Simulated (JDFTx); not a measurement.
In:

```
In
1.0
    -1.88253    1.88253    1.88253
     1.88253   -1.88253    1.88253
     1.88253    1.88253   -1.88253
In
1
Direct
  0.00000 0.00000 0.00000
```

This isn't the form of In at room conditions, which is tetragonal.

Below is the output of JDFTx 1.7.0 (patched build) for this cell. Logs are shortened: lines on timing, memory, paths and dates and some standing lists are left out, and cuts for length are marked.

```text
*************** JDFTx 1.7.0 (patched build) ***************

Input parsed successfully to the following command list (including defaults):
[... the input with its defaults ...]

---------- Setting up symmetries ----------

Found 48 point-group symmetries of the bravais lattice
Found 48 space-group symmetries with basis
Applied RMS atom displacement 0 bohrs to make symmetries exact.

---------- Initializing the Grid ----------
R =
[     -3.55746      3.55746      3.55746  ]
[      3.55746     -3.55746      3.55746  ]
[      3.55746      3.55746     -3.55746  ]
unit cell volume = 180.086
G =
[ 2.75036e-17   0.883101   0.883101  ]
[   0.883101 2.75036e-17   0.883101  ]
[   0.883101   0.883101 2.75036e-17  ]
Minimum fftbox size, Smin = [  36  36  36  ]
Chosen fftbox size, S = [  36  36  36  ]

---------- Exchange Correlation functional ----------
Initalized PBEsol GGA exchange.
Initalized PBEsol GGA correlation.

---------- Setting up pseudopotentials ----------
Width of ionic core gaussian charges (only for fluid interactions / plotting) set to 0

Reading pseudopotential file 'pseudo/In.upf':
  'In' pseudopotential, 'PBESOL' functional
  Generated using ONCVPSP code by D. R. Hamann
  13 valence electrons, 3 orbitals, 6 projectors, 1001 radial grid points, with lMax = 2
    4D    l: 2   occupation: 10.0   eigenvalue: -0.683211
    5S    l: 0   occupation:  2.0   eigenvalue: -0.303394
    5P    l: 1   occupation:  1.0   eigenvalue: -0.092565
  Core radius for overlap checks: 2.17 bohrs.

Initialized 1 species with 1 total atoms.

Folded 1 k-points by 10x10x10 to 1000 k-points.

---------- Setting up k-points, bands, fillings ----------
Reduced to 47 k-points under symmetry.
Computing the number of bands and number of electrons
Calculating initial fillings.
nElectrons:  13.000000   nBands: 12   nStates: 47

----- Setting up reduced wavefunction bases (one per k-point) -----
average nbasis = 1780.555 , ideal nbasis = 1781.046

[... 24 lines left out ...]
	FillingsUpdate:  mu: +0.368664186  nElectrons: 13.000000
SCF: Cycle:  0   F: -56.655656125848147   dF: -1.095e-02   |Residual|: 6.402e-03   |deigs|: 4.911e-01
	FillingsUpdate:  mu: +0.368389762  nElectrons: 13.000000
SCF: Cycle:  1   F: -56.655712856919521   dF: -5.673e-05   |Residual|: 3.710e-03   |deigs|: 6.035e-03
	FillingsUpdate:  mu: +0.368155435  nElectrons: 13.000000
SCF: Cycle:  2   F: -56.655720102141878   dF: -7.245e-06   |Residual|: 6.027e-04   |deigs|: 1.235e-03
	FillingsUpdate:  mu: +0.368159522  nElectrons: 13.000000
SCF: Cycle:  3   F: -56.655721731426681   dF: -1.629e-06   |Residual|: 9.107e-05   |deigs|: 3.991e-04
	FillingsUpdate:  mu: +0.368163409  nElectrons: 13.000000
SCF: Cycle:  4   F: -56.655722262081383   dF: -5.307e-07   |Residual|: 4.122e-05   |deigs|: 2.685e-04
	FillingsUpdate:  mu: +0.368165321  nElectrons: 13.000000
SCF: Cycle:  5   F: -56.655722445264928   dF: -1.832e-07   |Residual|: 1.811e-05   |deigs|: 3.245e-04
	FillingsUpdate:  mu: +0.368165725  nElectrons: 13.000000
SCF: Cycle:  6   F: -56.655722518556573   dF: -7.329e-08   |Residual|: 5.235e-06   |deigs|: 2.160e-04
	FillingsUpdate:  mu: +0.368165747  nElectrons: 13.000000
SCF: Cycle:  7   F: -56.655722539410256   dF: -2.085e-08   |Residual|: 5.776e-06   |deigs|: 9.992e-05
	FillingsUpdate:  mu: +0.368165785  nElectrons: 13.000000
SCF: Cycle:  8   F: -56.655722549051788   dF: -9.642e-09   |Residual|: 7.772e-06   |deigs|: 9.486e-05
	FillingsUpdate:  mu: +0.368165835  nElectrons: 13.000000
SCF: Cycle:  9   F: -56.655722551604313   dF: -2.553e-09   |Residual|: 2.467e-06   |deigs|: 4.554e-05
	FillingsUpdate:  mu: +0.368165933  nElectrons: 13.000000
SCF: Cycle: 10   F: -56.655722552878771   dF: -1.274e-09   |Residual|: 4.023e-06   |deigs|: 5.541e-05
	FillingsUpdate:  mu: +0.368165963  nElectrons: 13.000000
SCF: Cycle: 11   F: -56.655722553297117   dF: -4.183e-10   |Residual|: 3.933e-06   |deigs|: 2.288e-05
	FillingsUpdate:  mu: +0.368166022  nElectrons: 13.000000
SCF: Cycle: 12   F: -56.655722553508447   dF: -2.113e-10   |Residual|: 2.451e-06   |deigs|: 3.887e-05
SCF: Converged (|Delta E|<1.000000e-09 for 2 iters).

Setting wave functions to eigenvectors of Hamiltonian
Converging empty states (this may take a while):
EmptyStates: None of the convergence criteria satisfied.
|deigs|: 4.201e-04

# Stress tensor in Cartesian coordinates [Eh/a0^3]:
[  4.46107e-05            0            0  ]
[            0  4.46107e-05            0  ]
[            0            0  4.46107e-05  ]

# Ionic positions in lattice coordinates:
ion In   0.000000000000000   0.000000000000000   0.000000000000000 1

# Forces in Cartesian coordinates:
force In  -0.000000000000000  -0.000000000000000  -0.000000000000000 1

# Energy components:
   Eewald =      -43.2212132944687184
       EH =       13.8658252598933203
     Eloc =      -44.1556376673096196
      Enl =      -14.6970328269211574
      Exc =      -19.8165150543722817
 Exc_core =        9.6416470337591704
       KE =       41.7274064010998202
-------------------------------------
     Etot =      -56.6555201483194750
       TS =        0.0002024051889701
-------------------------------------
        F =      -56.6557225535084470

IonicMinimize: Iter:   0  F: -56.655722553508447  |grad|_K:  0.000e+00
IonicMinimize: Converged (|grad|_K<1.000000e-04).

#--- Lowdin population analysis ---
# oxidation-state In +0.015

Dumping 'run.eigStats' ...
	eMin: -0.169651 at state 5 ( [ +0.000000 +0.000000 +0.500000 ] spin 0 )
	HOMO: +0.367765 at state 31 ( [ +0.200000 +0.200000 +0.200000 ] spin 0 )
	mu  : +0.368166
	LUMO: +0.369072 at state 35 ( [ +0.200000 +0.400000 -0.400000 ] spin 0 )
	eMax: +1.113004 at state 46 ( [ +0.500000 +0.500000 +0.500000 ] spin 0 )
	HOMO-LUMO gap: +0.001308
	Optical gap  : +0.035732 at state 13 ( [ +0.000000 +0.300000 +0.300000 ] spin 0 )
WARNING: the last solve of the electrons (or of bands or displaced states from it) ended unconverged.
Done!
```

Write the input and the command behind it.

Single point with PBEsol, no spin polarisation. The files as run (others can give the same):

In.in
```
lattice \
   -3.5574571263     3.5574571263     3.5574571263 \
    3.5574571263    -3.5574571263     3.5574571263 \
    3.5574571263     3.5574571263    -3.5574571263
coords-type Lattice
ion In     0.0000000000     0.0000000000     0.0000000000 1

ion-species pseudo/In.upf
elec-cutoff 35
elec-ex-corr gga-PBEsol
kpoint-folding 10 10 10
elec-smearing Fermi 0.0018374661
elec-n-bands 12
electronic-SCF nIterations 100 energyDiffThreshold 1e-09
electronic-minimize nIterations 30 energyDiffThreshold 1e-7
converge-empty-states yes
forces-output-coords Cartesian

dump-name run.$VAR
dump End Ecomponents EigStats BandEigs Kpoints Forces Stress ElecDensity Dtot KEdensity
```

Potentials or basis: PseudoDojo-SR-PBEsol-0.4.1-standard with smoothed tails.
Run with:
```bash
$ jdftx -c 1 -i In.in -o In.out
```

Caveat: the empty levels aren't tightly converged.
